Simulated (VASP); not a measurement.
InP:

```
In P
1.0
     0.00000    2.93954    2.93954
     2.93954    0.00000    2.93954
     2.93954    2.93954    0.00000
In P
1 1
Direct
  0.00000 0.00000 0.00000
  0.75000 0.75000 0.75000
```

The cell is a database's computed one.

Base run:

| Item | Value |
| --- | --- |
| Program | VASP 6.6.1 |
| Functional | r2SCAN |
| Potentials or basis | VASP PAW PBE potentials, release 64 (In_d, P) |
| Cutoff | 520 eV |
| k mesh | 10 × 10 × 10 |
| Occupations | gaussian, width 0.02 eV |
| Spin | no spin polarisation |

Its results: band gap on the k mesh 1.12 eV, direct; pressure 0.9 GPa.

**Question.** The run is repeated on the same cell with these changes: functional from r2SCAN to PBEsol. What comes out?

**Answer.** Band gap on the k mesh 0.57 eV, direct; pressure 0.0 GPa.

r2SCAN gives the wider gap, since meta-GGAs in the generalised Kohn-Sham scheme recover part of the derivative discontinuity.

Caveats: the PAW data sets were made with another functional, which shifts forces and pressure a little; spin-orbit coupling is left out, which moves the levels of the heavy elements.

Not every run made on this cell is shown here.
